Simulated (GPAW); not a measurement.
**Nb3Sn: relaxation of cell and atoms with PBEsol+D4**

The system is Nb3Sn.

```
CELL_PARAMETERS angstrom
5.28210 0.00000 0.00000
0.00000 5.28210 0.00000
0.00000 0.00000 5.28210
ATOMIC_POSITIONS crystal
Sn 0.50000 0.50000 0.50000
Sn 0.00000 0.00000 0.00000
Nb 0.00000 0.50000 0.25000
Nb 0.00000 0.50000 0.75000
Nb 0.50000 0.25000 0.00000
Nb 0.75000 0.00000 0.50000
Nb 0.50000 0.75000 0.00000
Nb 0.25000 0.00000 0.50000
```

- Program: GPAW 26.7.0
- Task: relaxation of cell and atoms
- Functional: PBEsol
- Dispersion: D4
- Potentials or basis: PAW data sets generated in the run's folder for this functional
- Cutoff: 600 eV
- Basis: pw
- k mesh: 4 × 4 × 4
- Occupations: fermi-dirac, width 0.05 eV
- Spin: no spin polarisation
- Maxiter: 150
- Optimizer: BFGS
- Fmax: 0.02 eV/Å
- Max steps: 60
- Convergence: density=1e-05 forces=0.0001

The relaxed volume is 17.84 Å³/atom, the relaxed cell is a = 5.226 Å, b = 5.226 Å, c = 5.226 Å, α = 90.00°, β = 90.00°, γ = 90.00° and the space group after relaxing (to 0.05 Å) is Pm-3n (No. 223). The energy gained by relaxing is 9.8 meV/atom and the ionic steps are 3. The pressure after relaxing is 0.2 GPa, the band gap on the k mesh is none (metal or under the smearing width) and the dispersion energy per atom is -0.237 eV.

The path:
| step | energy change (eV) | largest force (eV/Å) | pressure (GPa) | volume (Å³) |
| --- | --- | --- | --- | --- |
| 1 | 0.0000 | 0.0000 | -5.27 | 147.37 |
| 2 | -0.0151 | 0.0000 | -4.76 | 146.90 |
| 3 | -0.0781 | 0.0000 | 0.18 | 142.69 |

Final structure:
```xyz
8
Lattice="5.2256 0.0000 0.0000 0.0000 5.2256 0.0000 0.0000 0.0000 5.2256" Properties=species:S:1:pos:R:3 pbc="T T T"
Sn    2.6128    2.6128    2.6128
Sn    0.0000    0.0000    0.0000
Nb    0.0000    2.6128    1.3064
Nb    0.0000    2.6128    3.9192
Nb    2.6128    1.3064    0.0000
Nb    3.9192    0.0000    2.6128
Nb    2.6128    3.9192    0.0000
Nb    1.3064    0.0000    2.6128
```

Levels at points of the mesh, in eV from the Fermi level:
```tsv
k point	band 50	band 51	band 52	band 53	band 54	band 55	band 56	band 57	band 58	band 59
(0.00, 0.00, 0.00)	-0.59	-0.59	-0.59	-0.09	-0.09	2.44	2.44	2.44	2.65	3.61
(0.50, 0.00, 0.00)	-1.10	-0.91	-0.91	-0.38	-0.38	1.56	1.56	2.23	2.23	2.79
(0.50, 0.50, 0.00)	0.07	0.11	0.11	0.20	0.57	0.63	0.63	0.76	0.86	1.19
(0.50, 0.50, 0.50)	-0.03	-0.03	-0.03	0.12	0.12	0.12	0.12	0.12	0.12	2.57
```

Wall time 4.2 min on 1 thread of Arm Neoverse V2 (shared host), peak memory 0.39 GiB.

Caveat: later steps reuse the first step's grids; pairwise dispersion overbinds metals, which lowers pressure and volume.
